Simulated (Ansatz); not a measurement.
# Zincblende BP, cell of 2 atoms

Aim: the perfect cell at several levels of theory (PBEsol, HSE06 and r²SCAN), as the reference that defects and stacks are counted from.

All numbers are computed with Ansatz 0.2.0 (PAW, plane waves).

## Step 1: The starting cell

2 atoms (1 B, 1 P); a = 3.196 Å, b = 3.196 Å, c = 3.196 Å, α = 60.00°, β = 60.00°, γ = 60.00°.

The runs, in order: (2) PBEsol single point at a 9×9×9 mesh, on 1 × NVIDIA GB300 with 8 threads of Arm Neoverse-V2; (3) HSE06 single point at a 9×9×9 mesh, on 1 × NVIDIA GB300 with 8 threads of Arm Neoverse-V2; (4) r²SCAN single point at a 9×9×9 mesh, on 1 × NVIDIA GB300 with 8 threads of Arm Neoverse-V2.

## Step 2: PBEsol single point

Input file in.yaml:

```yaml
crystal:
  lattice:
    - [0.000000, 2.260095, 2.260095]
    - [2.260095, 0.000000, 2.260095]
    - [2.260095, 2.260095, 0.000000]
  atoms:
    - { symbol: B, position: [0.000000, 0.000000, 0.000000] }
    - { symbol: P, position: [0.250000, 0.250000, 0.250000] }
kpoints:
  mp_grid: { grid: [9, 9, 9] }
  band_path: { path: [VBM, CBM], npoints: 2 }
hamiltonian:
  xc: pbesol
scf:
  occupations: { method: fermi_dirac, width: 0.01 }
output:
  forces: true
  eigenvalues: true
  stress: true
  populations: true
```

## Step 3: HSE06 single point

Changes to in.yaml since step 2:

```diff
@@ -12,3 +12,3 @@
 hamiltonian:
-  xc: pbesol
+  xc: hse06
 scf:
@@ -18,3 +18,2 @@
   eigenvalues: true
-  stress: true
   populations: true
```

## Step 4: r²SCAN single point

Changes to in.yaml since step 3:

```diff
@@ -12,3 +12,3 @@
 hamiltonian:
-  xc: hse06
+  xc: r2scan
 scf:
```

**Question.** What will these runs give? Wanted: for each run, top filled to lowest empty; gap over the zone; energy; pressure.

**Answer**, as computed:

```
 level         time  top filled to lowest empty (eV)  gap over the zone (eV)  energy (eV/atom)  pressure (GPa)
PBEsol    2 s (GPU)                             1.13                    1.11         -446.7943            0.00
 HSE06   54 s (GPU)                             1.96                    1.94         -456.5657               -
r²SCAN  2.8 s (GPU)                             1.41                    1.39         -458.3426               -
```

**In words.** At the same k points, PBEsol gives a spacing 0.83 eV smaller and r²SCAN gives a spacing 0.55 eV smaller than the 1.96 eV of HSE06. The HSE06 single point took about 27 times as long as the PBEsol one on the same kind of device.
